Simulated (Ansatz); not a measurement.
## simple cubic against fcc along group 14

The calculation used DFT, LDA (PW92), plane waves (420 eV) with PAW, scalar-relativistic (Ansatz 0.2.0). The PAW files were generated under PBE, with cores re-solved for the functional.

Each structure is relaxed within its symmetry, in the lowest magnetic state of the tried starts. Differences under about 8 meV lie within the error of the k-point mesh.

```json
{"element": "C", "E(simple cubic) − E(fcc) (meV/atom)": "-1993", "V(simple cubic) (Å³/atom)": "5.31", "V(fcc) (Å³/atom)": "6.86", "state of simple cubic": "spin not included", "state of fcc": "spin not included"}
{"element": "Si", "E(simple cubic) − E(fcc) (meV/atom)": "-169", "V(simple cubic) (Å³/atom)": "15.62", "V(fcc) (Å³/atom)": "13.88", "state of simple cubic": "spin not included", "state of fcc": "spin not included"}
{"element": "Ge", "E(simple cubic) − E(fcc) (meV/atom)": "-117", "V(simple cubic) (Å³/atom)": "18.54", "V(fcc) (Å³/atom)": "18.11", "state of simple cubic": "spin not included", "state of fcc": "spin not included"}
{"element": "Sn", "E(simple cubic) − E(fcc) (meV/atom)": "-9", "V(simple cubic) (Å³/atom)": "27.04", "V(fcc) (Å³/atom)": "25.87", "state of simple cubic": "spin not included", "state of fcc": "spin not included"}
{"element": "Pb", "E(simple cubic) − E(fcc) (meV/atom)": "175", "V(simple cubic) (Å³/atom)": "31.11", "V(fcc) (Å³/atom)": "28.97", "state of simple cubic": "spin not included", "state of fcc": "spin not included"}
```
